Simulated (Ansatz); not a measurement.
Level of theory: Ansatz 0.2.0, DFT PBE, scalar-relativistic, plane waves, PAW. All cells share a 420 eV cutoff and Γ-centred k meshes spaced at most about 0.3 Å⁻¹ (about 0.25 or finer for metals, 2π included). No spin polarisation.

These are static total energies at zero pressure.

Compare these two cells of Cd2S, each relaxed at this level.

A. Space group P3m1 (No. 156), trigonal, a = 4.177 Å, c = 10.701 Å. Cd on its first site is surrounded by 4 S at 2.57–2.59 Å; Cd on its second site has 3 Cd at 2.89 Å, 1 S at 3.05 Å and 3 Cd at 3.14 Å; Cd on its third site has 3 S at 2.62 Å and 3 Cd at 3.14 Å; Cd on its fourth site has 1 S at 2.59 Å and 3 Cd at 2.89 Å; S on its first site is surrounded by 4 Cd at 2.57–2.59 Å; 1 more site not described.

B. Space group P-3m1 (No. 164), trigonal, a = 3.801 Å, c = 5.412 Å. Cd has 3 S at 2.73 Å and 3 Cd at 3.07 Å; around S lie 6 Cd at 2.73 Å.

Question: Which is lower in energy, and by how much?

Answer: B is lower, by 18 meV/atom. A has space group P3m1 (No. 156), 26.9 Å³/atom and no gap on its mesh; B has the anti-cadmium iodide type, space group P-3m1 (No. 164), 22.6 Å³/atom and no gap. Counting S atoms around Cd (those within 1.25 times the shortest such distance or 1.15 times the sum of covalent radii; the shortest distance is added where it is long for a bond; a slash parts the counts of unlike sites), A has Cd 1/1 from 3.0 Å/3/4 and B has Cd 3. The denser one is the lower, and pressure would at first widen the difference. Origin: A, invented, then shaken at random and relaxed again; B, invented. The lowest form computed isn't among them: it has space group P-4m2 (No. 115), 25.6 Å³/atom and lies 12 meV/atom below the best shown.

For metals, differences of a few meV/atom aren't resolved. Cells relaxed within their symmetry can be saddle points. Some candidate types were left out of the draw beforehand, so a known form may be missing.
